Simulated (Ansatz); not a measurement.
Reactions of `[OH][Ga]([Cl])[Cl]`.

Program: Ansatz. Geometries: PBE0-D4/def2-TZVP. ΔE: electronic, gas phase. CCSD(T)/CBS adds triple-zeta CCSD(T) − MP2 to the extrapolated MP2 energy (def2 sets, frozen cores). This one scheme is used for every species, atoms too. DFT in def2-TZVPP. No spin–orbit coupling; open shells (•) take unrestricted orbitals. For Ga, Se outer-core shells are correlated without core-valence functions, so the limit isn't a true one: a few kJ/mol of doubt a bond, and 10 to 20 or more in all where bonds break to atoms. Scalar relativity is left out up to krypton. Each species was taken in one conformer, which may not be the lowest.

```
                                                              reaction  MP2/CBS(def2) (kJ/mol)  HF/CBS(def2) (kJ/mol)  ωB97M-V (kJ/mol)
                 `[OH][Ga]([Cl])[Cl]` + H• → `[O][Ga]([Cl])[Cl]`• + H₂                     117                     23                67
             `[OH][Ga]([Cl])[Cl]` + H₂Se → `[Cl][Ga]([Cl])[SeH]` + H₂O                     -59                    -43               -50
        `[OH][Ga]([Cl])[Cl]` + `[SiH3]`• → `[O][Ga]([Cl])[Cl]`• + SiH₄                     161                     55               115
`[OH][Ga]([Cl])[Cl]` + `CC(C)(C)O` → `CC(C)(C)[O][Ga]([Cl])[Cl]` + H₂O                      -8                     14                 1
             `[OH][Ga]([Cl])[Cl]` + CH₃SH → `C[S][Ga]([Cl])[Cl]` + H₂O                     -44                    -21               -35
    `[OH][Ga]([Cl])[Cl]` + `O[SiH3]` → `[OH][Ga]([Cl])[O][SiH3]` + HCl                      42                     45                46
```

(1) Give the CCSD(T)/CBS values in the same order. (An estimate is asked.)

Largest T1 diagnostic: 0.015, for `[SiH3]`•.

Answers

(1) Computed: 75, -55, 129, -6, -41, 40 kJ/mol.
